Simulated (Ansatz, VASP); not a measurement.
AlN in VASP and in Ansatz

```
Al N
1.0
     2.17484    2.17484    0.00000
    -2.17484    2.17484    0.00000
     0.00000    2.17484    2.17484
Al N
1 1
Cartesian
  0.0000 0.0000 0.0000
  -1.0874 3.2623 1.0874
```

Alike in both runs: task single point; functional PBEsol; k mesh 10 × 10 × 10; no spin polarisation.

|  | VASP | Ansatz |
| --- | --- | --- |
| version | VASP 6.6.1 | Ansatz 0.2.0 |
| potentials or method | VASP PAW PBE potentials, release 64 (Al, N), cutoff 520 eV | all-electron LAPW, scalar-relativistic |
| occupations | gaussian, width 0.01 eV | fixed |

Ansatz gave:

- gap on the k mesh at the Fermi level (eV): 3.20
- pressure (GPa): 3.8

Q: Estimate VASP's values.

A: gap on the k mesh at the Fermi level (eV): 3.19; pressure (GPa): 4.0.

Ansatz ran all-electron here, so the differences hold the error of VASP's frozen core and of both bases.

Caveats: the PAW data sets were made with another functional, which shifts forces and pressure a little (VASP). A k mesh can miss the band edges. A hybrid or GW would open this gap; PBEsol tends to underestimate it.
